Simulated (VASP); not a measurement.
## FeNi (Tetrataenite): relaxation of cell and atoms with LDA

Crystal: FeNi (Tetrataenite).

```
Ni Fe
1.0
     2.53300    0.00000    0.00000
     0.00000    2.53300    0.00000
     0.00000    0.00000    3.58200
Ni Fe
1 1
Cartesian
  1.2665 1.2665 1.7910
  0.0000 0.0000 0.0000
```

- Program: VASP 6.6.1
- Task: relaxation of cell and atoms
- Functional: LDA
- Potentials or basis: VASP PAW LDA potentials, release 64 (Ni, Fe)
- Cutoff: 600 eV
- k mesh: 10 × 10 × 8
- Occupations: fermi-dirac, width 0.05 eV
- Spin: collinear spin, ferromagnetic start
- Starting moments: [1.0, 3.0] μB
- Further INCAR settings: ALGO = Normal; EDIFF = 1e-06; IBRION = 2; EDIFFG = -0.005; NSW = 60; ISIF = 3

The relaxed volume is 9.80 Å³/atom, the relaxed cell is a = 2.373 Å, b = 2.373 Å, c = 3.481 Å, α = 90.00°, β = 90.00°, γ = 90.00° and the space group after relaxing (to 0.05 Å) is P4/mmm (No. 123). The energy gained by relaxing is -12.4 meV/atom, the ionic steps are 17 and the pressure after relaxing is 0.0 GPa. The band gap on the k mesh is none (metal or under the smearing width). The net moment is 0.00 μB per cell and the valence electrons inside the program's atomic spheres are Ni 9.61; Fe 7.52.

The path:
| step | energy change (eV) | largest force (eV/Å) | pressure (GPa) | volume (Å³) |
| --- | --- | --- | --- | --- |
| 1 | 0.0000 | 0.0000 | -19.27 | 22.98 |
| 2 | 0.0765 | 0.0000 | 16.08 | 18.69 |
| 3 | 0.1628 | 0.0000 | -20.96 | 21.40 |
| 4 | 0.0339 | 0.0000 | -2.01 | 19.74 |
| 5 | 0.0330 | 0.0000 | -0.31 | 19.62 |
| 6 | 0.0331 | 0.0000 | 0.73 | 19.55 |
| 7 | 0.0275 | 0.0000 | 1.68 | 19.50 |
| 8 | 0.0261 | 0.0000 | 2.18 | 19.45 |
| 9 | 0.0276 | 0.0000 | -3.60 | 19.85 |
| 10 | 0.0249 | 0.0000 | 0.23 | 19.61 |
| 11 | 0.0249 | 0.0000 | -0.47 | 19.63 |
| 12 | 0.0249 | 0.0000 | -0.35 | 19.62 |
| 13 | 0.0249 | 0.0000 | -0.28 | 19.62 |
| 14 | 0.0249 | 0.0000 | 0.47 | 19.57 |
| 15 | 0.0249 | 0.0000 | 0.16 | 19.59 |
| 16 | 0.0248 | 0.0000 | 0.07 | 19.60 |
| 17 | 0.0248 | 0.0000 | 0.00 | 19.60 |

Final structure:
```cif
data_structure
_symmetry_space_group_name_H-M 'P 1'
_symmetry_Int_Tables_number 1
_cell_length_a 2.3730
_cell_length_b 2.3730
_cell_length_c 3.4805
_cell_angle_alpha 90.000
_cell_angle_beta 90.000
_cell_angle_gamma 90.000
_cell_volume 19.60
loop_
_atom_site_label
_atom_site_type_symbol
_atom_site_fract_x
_atom_site_fract_y
_atom_site_fract_z
_atom_site_occupancy
Ni1 Ni 0.50000 0.50000 0.50000 1
Fe1 Fe 0.00000 0.00000 0.00000 1
```

Levels at points of the mesh, in eV from the Fermi level:
Spin up:
| k point | band 5 | band 6 | band 7 | band 8 | band 9 | band 10 | band 11 | band 12 | band 13 | band 14 |
| --- | --- | --- | --- | --- | --- | --- | --- | --- | --- | --- |
| (0.00, 0.00, 0.00) | -2.20 | -2.20 | -0.87 | -0.83 | 0.69 | 0.69 | 0.72 | 2.26 | 10.67 | 16.77 |
| (0.50, 0.00, 0.00) | -2.97 | -2.43 | -1.75 | -1.32 | -0.74 | 0.00 | 1.61 | 3.04 | 12.81 | 12.89 |
| (0.50, 0.50, 0.00) | -0.12 | -0.04 | 0.47 | 0.47 | 0.74 | 1.54 | 3.19 | 3.19 | 11.37 | 11.78 |
| (0.00, 0.00, 0.50) | -2.18 | -1.55 | -1.55 | -1.25 | -0.76 | -0.34 | -0.34 | 0.59 | 20.30 | 21.16 |
| (0.50, 0.00, 0.50) | -2.15 | -2.06 | -0.33 | -0.04 | -0.02 | 0.21 | 0.59 | 0.85 | 7.31 | 8.08 |
| (0.50, 0.50, 0.50) | -2.82 | -2.82 | -1.44 | -0.15 | -0.04 | 1.55 | 9.01 | 9.01 | 9.29 | 9.29 |
Spin down:
| k point | band 7 | band 8 | band 9 | band 10 | band 11 | band 12 |
| --- | --- | --- | --- | --- | --- | --- |
| (0.00, 0.00, 0.00) | -0.87 | -0.83 | 0.69 | 0.69 | 0.72 | 2.26 |
| (0.50, 0.00, 0.00) | -1.75 | -1.32 | -0.74 | 0.00 | 1.61 | 3.04 |
| (0.50, 0.50, 0.00) | 0.47 | 0.47 | 0.74 | 1.54 | 3.19 | 3.19 |
| (0.00, 0.00, 0.50) | -1.55 | -1.25 | -0.76 | -0.34 | -0.34 | 0.59 |
| (0.50, 0.00, 0.50) | -0.33 | -0.04 | -0.02 | 0.20 | 0.59 | 0.85 |
| (0.50, 0.50, 0.50) | -1.44 | -0.15 | -0.04 | 1.55 | 9.01 | 9.01 |

Run time: 5.5 min on 1 thread of Intel(R) Xeon(R) 6975P-C (Granite Rapids), with other jobs on the host, peak memory 0.21 GiB.

Caveat: the starting moments collapsed, and a magnetic state may lie lower; the volume moved by -15 % from the deposited cell, more than functionals usually miss. Zero-point motion and thermal expansion aren't in these numbers.
